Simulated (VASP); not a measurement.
# Sc3Al (Pm-3m) in VASP: single point with PBEsol

Aim: the single point of Sc3Al with PBEsol.

Everything below comes from runs of VASP 6.6.1. Logs are shortened: lines on timing, memory, paths and dates and some standing lists are left out, and cuts for length are marked.

### 1 Starting point

It takes space group Pm-3m (No. 221, cubic). The conventional cell has a = 4.432 Å, b = 4.432 Å, c = 4.432 Å, α = 90.00°, β = 90.00°, γ = 90.00°. Sc (site symmetry 4/mmm) is surrounded by 8 Sc at 3.13 Å and 4 Al at 3.13 Å. Al (site symmetry m-3m) has 12 Sc at 3.13 Å as nearest neighbours.

The cell comes from a database or a generator and needn't be the stable form of this composition.

### 2 Single point, PBEsol, collinear spin, zero start

INCAR reads:

```
ALGO = Normal
EDIFF = 1E-7
ENCUT = 520
GGA = PS
ISIF = 2
ISMEAR = 1
ISPIN = 2
LASPH = True
LCHARG = False
LMAXMIX = 4
LORBIT = 11
LREAL = False
LWAVE = False
MAGMOM = 0 0 0 0
NBANDS = 30
NELM = 150
PREC = Accurate
SIGMA = 0.05
```

KPOINTS reads:

```
k-points
0
Gamma
  6 6 6
```

POSCAR reads:

```
Sc3Al
1.0
    4.4319880000      0.0000000000      0.0000000000
    0.0000000000      4.4319880000      0.0000000000
    0.0000000000      0.0000000000      4.4319880000
Sc Al
3 1
Direct
    0.5000000000      0.0000000000      0.5000000000
    0.0000000000      0.5000000000      0.5000000000
    0.5000000000      0.5000000000      0.0000000000
    0.0000000000      0.0000000000      0.0000000000
```

Potentials or basis: VASP PAW PBE potentials, release 64 (Sc_sv, Al).

Command:

```console
$ cat potpaw_PBE.64/Sc_sv/POTCAR potpaw_PBE.64/Al/POTCAR > POTCAR
$ mpirun -np 1 vasp_std > vasp.out
```

OUTCAR:

```text
EDIFF = 1E-7
   ENCUT = 520
   GGA = PS
   ISIF = 2
   ISMEAR = 1
   ISPIN = 2
   LASPH = True
   LORBIT = 11
   LREAL = False
   NELM = 150
   PREC = Accurate

 ion  position               nearest neighbor table
   1  0.500  0.000  0.500-   2 3.13   3 3.13   4 3.13   3 3.13   4 3.13   2 3.13   3 3.13   3 3.13
                             2 3.13   4 3.13   4 3.13   2 3.13
   2  0.000  0.500  0.500-   1 3.13   3 3.13   4 3.13   3 3.13   4 3.13   1 3.13   4 3.13   4 3.13
                             1 3.13   3 3.13   3 3.13   1 3.13
   3  0.500  0.500  0.000-   1 3.13   2 3.13   4 3.13   1 3.13   2 3.13   1 3.13   4 3.13   1 3.13
                             2 3.13   4 3.13   2 3.13   4 3.13
   4  0.000  0.000  0.000-   1 3.13   2 3.13   3 3.13   1 3.13   2 3.13   2 3.13   3 3.13   2 3.13
                             1 3.13   3 3.13   1 3.13   3 3.13

  LATTYP: Found a simple cubic cell.
 ALAT       =     4.4319880000

  Lattice vectors:

 A1 = (   4.4319880000,   0.0000000000,   0.0000000000)
 A2 = (   0.0000000000,   4.4319880000,   0.0000000000)
 A3 = (   0.0000000000,   0.0000000000,   4.4319880000)

Analysis of symmetry for initial positions (statically):
=====================================================================
 Subroutine PRICEL returns:
 Original cell was already a primitive cell.

 Routine SETGRP: Setting up the symmetry group for a
 simple cubic supercell.

 Subroutine GETGRP returns: Found 48 space group operations
 (whereof 48 operations were pure point group operations)
 out of a pool of 48 trial point group operations.

The static configuration has the point symmetry O_h .

Analysis of symmetry for dynamics (positions and initial velocities):
=====================================================================
 Subroutine PRICEL returns:
 Original cell was already a primitive cell.

 Routine SETGRP: Setting up the symmetry group for a
 simple cubic supercell.

 Subroutine GETGRP returns: Found 48 space group operations
 (whereof 48 operations were pure point group operations)
 out of a pool of 48 trial point group operations.

The dynamic configuration has the point symmetry O_h .

Analysis of structural, dynamic, and magnetic symmetry:
=====================================================================
 Subroutine PRICEL returns:
 Original cell was already a primitive cell.

 Routine SETGRP: Setting up the symmetry group for a
 simple cubic supercell.

 Subroutine GETGRP returns: Found 48 space group operations
 (whereof 48 operations were pure point group operations)
 out of a pool of 48 trial point group operations.

The overall configuration has the point symmetry O_h .

 Subroutine INISYM returns: Found 48 space group operations
 (whereof 48 operations are pure point group operations),
 and found     1 'primitive' translations

----------------------------------------------------------------------------------------

                                     Primitive cell

  volume of cell :      87.0554

  direct lattice vectors                    reciprocal lattice vectors
     4.431988000  0.000000000  0.000000000     0.225632380  0.000000000  0.000000000
     0.000000000  4.431988000  0.000000000     0.000000000  0.225632380  0.000000000
     0.000000000  0.000000000  4.431988000     0.000000000  0.000000000  0.225632380

  length of vectors
     4.431988000  4.431988000  4.431988000     0.225632380  0.225632380  0.225632380

  position of ions in fractional coordinates (direct lattice)
     0.500000000  0.000000000  0.500000000
     0.000000000  0.500000000  0.500000000
     0.500000000  0.500000000  0.000000000
     0.000000000  0.000000000  0.000000000

  ion indices of the primitive-cell ions
   primitive index   ion index
                 1           1
                 2           2
                 3           3
                 4           4

----------------------------------------------------------------------------------------

 KPOINTS: k-points

Automatic generation of k-mesh.
 Grid dimensions read from file:
 generate k-points for:    6    6    6

 Generating k-lattice:

  Cartesian coordinates                     Fractional coordinates (reciprocal lattice)
     0.037605397  0.000000000  0.000000000     0.166666667  0.000000000  0.000000000
     0.000000000  0.037605397  0.000000000     0.000000000  0.166666667  0.000000000
     0.000000000  0.000000000  0.037605397     0.000000000  0.000000000  0.166666667

  Length of vectors
     0.037605397  0.037605397  0.037605397

  Shift w.r.t. Gamma in fractional coordinates (k-lattice)
     0.000000000  0.000000000  0.000000000

 Subroutine IBZKPT returns following result:
 ===========================================

 Found     20 irreducible k-points:

 Following reciprocal coordinates:
            Coordinates               Weight
  0.000000  0.000000  0.000000      1.000000
  0.166667  0.000000  0.000000      6.000000
  0.333333  0.000000  0.000000      6.000000
  0.500000  0.000000  0.000000      3.000000
  0.166667  0.166667  0.000000     12.000000
  0.333333  0.166667  0.000000     24.000000
[... 12 lines left out ...]
  0.500000  0.500000  0.333333      6.000000
  0.500000  0.500000  0.500000      1.000000
   k-points           NKPTS =     20   k-points in BZ     NKDIM =     20   number of bands    NBANDS=     30
   number of dos      NEDOS =    301   number of ions     NIONS =      4
   total plane-waves  NPLWV =  46656
   dimension x,y,z NGX =    36 NGY =   36 NGZ =   36
   dimension x,y,z NGXF=    72 NGYF=   72 NGZF=   72
   ions per type =               3   1
   NGX,Y,Z   is equivalent  to a cutoff of  13.50, 13.50, 13.50 a.u.
   NGXF,Y,Z  is equivalent  to a cutoff of  27.01, 27.01, 27.01 a.u.
 SYSTEM =  unknown system
   PREC   = accura    normal or accurate (medium, high low for compatibility)
   ISTART =      0    job   : 0-new  1-cont  2-samecut
   ICHARG =      2    charge: 1-file 2-atom 10-const
   ISPIN  =      2    spin polarized calculation?
   LNONCOLLINEAR =      F non collinear calculations
   LSORBIT =      F    spin-orbit coupling
   LASPH  =      T    aspherical Exc in radial PAW
   ENCUT  =  520.0 eV  38.22 Ry    6.18 a.u.   8.24  8.24  8.24*2*pi/ulx,y,z
   NELM   =    150;   NELMIN=  2; NELMDL= -5     # of ELM steps
   EDIFF  = 0.1E-06   stopping-criterion for ELM
   LREAL  =      F    real-space projection
   EDIFFG = 0.1E-05   stopping-criterion for IOM
   NSW    =      0    number of steps for IOM
   IBRION =     -1    ionic relax: 0-MD 1-quasi-New 2-CG
   NFREE  =      0    steps in history (QN), initial steepest desc. (CG)
   ISIF   =      2    stress and relaxation
   ISYM   =      2    0-nonsym 1-usesym 2-fastsym
   POTIM  = 0.5000    time-step for ionic-motion
   TEBEG  =    0.0;   TEEND  =   0.0 temperature during run
   PSTRESS=    0.0 pullay stress
   NELECT =      36.0000    total number of electrons
   NUPDOWN=      -1.0000    fix difference up-down
   EMIN   =  10.00;   EMAX   =-10.00  energy-range for DOS
   EFERMI =   0.00;   METHOD = LEGACY
   ISMEAR =     1;   SIGMA  =   0.05  broadening in eV -4-tet -1-fermi 0-gaus
   EFERMI_NEDOS =   21; number of points for ismear=-14 and -15
   IALGO  =     38    algorithm
   IMIX   =      4    mixing-type and parameters
     AMIX     =   0.40;   BMIX     =  1.00
     AMIX_MAG =   1.60;   BMIX_MAG =  1.00
  volume/ion in A,a.u.               =      21.76       146.87
  Fermi-wavevector in a.u.,A,eV,Ry     =   1.219674  2.304850 20.240089  1.487605
  Thomas-Fermi vector in A             =   2.354918
   LORBIT       =     11    0 simple, 1 ext, 2 COOP (PROOUT), +10 PAW based schemes
   GGA     = PS    functional components
   LHFCALC =     F    Hartree Fock is set to
   AEXX    =    0.0000 exact exchange contribution
   IVDW    =     0    specifies the selected vdW correction
   LEPSILON=     F    determine dielectric tensor
   LRPA    =     F    only Hartree local field effects (RPA)
 spin polarized calculation
 Methfessel and Paxton  Order N= 1 SIGMA  =   0.05
  energy-cutoff  :      520.00
  volume of cell :       87.06
 maximum number of plane-waves:      2364
 NGX is ok and might be reduce to    36
   NGX = 17   NGY = 17   NGZ = 17

 number of electron      35.9999990 magnetization      -0.0000328

 number of electron      35.9999990 magnetization       0.0000100

 Free energy of the ion-electron system (eV)
  ---------------------------------------------------
  ext. energy  EPLUGINS =         0.00000000
  ---------------------------------------------------
  free energy    TOTEN  =       -24.92685146 eV

  energy without entropy =      -24.92696975  energy(sigma->0) =      -24.92689089

 E-fermi :   4.5575     XC(G=0): -10.2008

 val. band max:        4.5265295944   @ k =   0.3333   0.1667   0.1667
 cond. band min:       4.5829364187   @ k =   0.3333   0.3333   0.0000
 fundamental gap:      0.0564068243
 Fermi energy:         4.5574816322

 spin component 1

 k-point     1 :       0.0000    0.0000    0.0000
  band No.  band energies     occupation
      1     -44.6362      1.00000
      2     -44.5358      1.00000
      3     -44.5358      1.00000
      4     -23.5316      1.00000
      5     -23.5316      1.00000
      6     -23.5316      1.00000
[... 649 lines left out ...]
     29       8.6519      0.00000
     30       8.7330      0.00000
 Fermi energy:         4.5574816322

 spin component 2

 k-point     1 :       0.0000    0.0000    0.0000
  band No.  band energies     occupation
      1     -44.6362      1.00000
      2     -44.5358      1.00000
      3     -44.5358      1.00000
      4     -23.5316      1.00000
      5     -23.5316      1.00000
      6     -23.5316      1.00000
[... 649 lines left out ...]
     29       8.6520      0.00000
     30       8.7330      0.00000

------------------------ aborting loop because EDIFF is reached ----------------------------------------

  FORCE on cell =-STRESS in cart. coord.  units (eV):
  Direction    XX          YY          ZZ          XY          YZ          ZX
  --------------------------------------------------------------------------------------
  -------------------------------------------------------------------------------------
  Total       -1.3572877     -1.3572877     -1.3572877      0.0000000     -0.0000000      0.0000000
  in kB      -24.9796745    -24.9796745    -24.9796745      0.0000000     -0.0000000      0.0000000
  external PRESSURE =     -24.9796745 kB  Pullay stress =       0.0000000 kB

 VOLUME and BASIS-vectors are now :
 -----------------------------------------------------------------------------
  energy-cutoff  :      520.00
  volume of cell :       87.06
      direct lattice vectors                 reciprocal lattice vectors
     4.431988000  0.000000000  0.000000000     0.225632380  0.000000000  0.000000000
     0.000000000  4.431988000  0.000000000     0.000000000  0.225632380  0.000000000
     0.000000000  0.000000000  4.431988000     0.000000000  0.000000000  0.225632380

 POSITION                                       TOTAL-FORCE (eV/Angst)
 -----------------------------------------------------------------------------------
      2.21599      0.00000      2.21599         0.000000      0.000000      0.000000
      0.00000      2.21599      2.21599         0.000000      0.000000      0.000000
      2.21599      2.21599      0.00000         0.000000      0.000000      0.000000
      0.00000      0.00000      0.00000         0.000000      0.000000      0.000000
 -----------------------------------------------------------------------------------
    total drift:                                0.000000      0.000000      0.000000

  FREE ENERGIE OF THE ION-ELECTRON SYSTEM (eV)
  ---------------------------------------------------
  free  energy   TOTEN  =       -24.9268514551 eV

  energy  without entropy=      -24.9269697469  energy(sigma->0) =      -24.92689089

 total charge

# of ion       s       p       d       tot
------------------------------------------
    1        2.266   6.108   1.071   9.445
    2        2.266   6.108   1.071   9.445
    3        2.266   6.108   1.071   9.445
    4        0.412   0.372   0.000   0.784
--------------------------------------------------
tot          7.210  18.697   3.212  29.119

 magnetization (x)

# of ion       s       p       d       tot
------------------------------------------
    1       -0.000   0.000   0.000   0.000
    2       -0.000   0.000   0.000   0.000
    3       -0.000   0.000   0.000   0.000
    4        0.000  -0.000   0.000  -0.000
--------------------------------------------------
tot          0.000   0.000   0.000   0.000
```

Wall time 1.8 min (1 thread of Intel Xeon Platinum 8559C (Emerald Rapids), shared host); peak memory 0.27 GiB.

Results:

| Property | Result |
| --- | --- |
| Free energy | -24.9269 eV |
| Pressure | -2.5 GPa |
| Band gap on the k mesh | none (metal or under the smearing width) |
| Net moment | 0.00 μB per cell |
| Valence electrons inside the program's atomic spheres | Sc 9.45; Al 0.78 |

Caveat: the PAW data sets were made with another functional, which shifts forces and pressure a little.
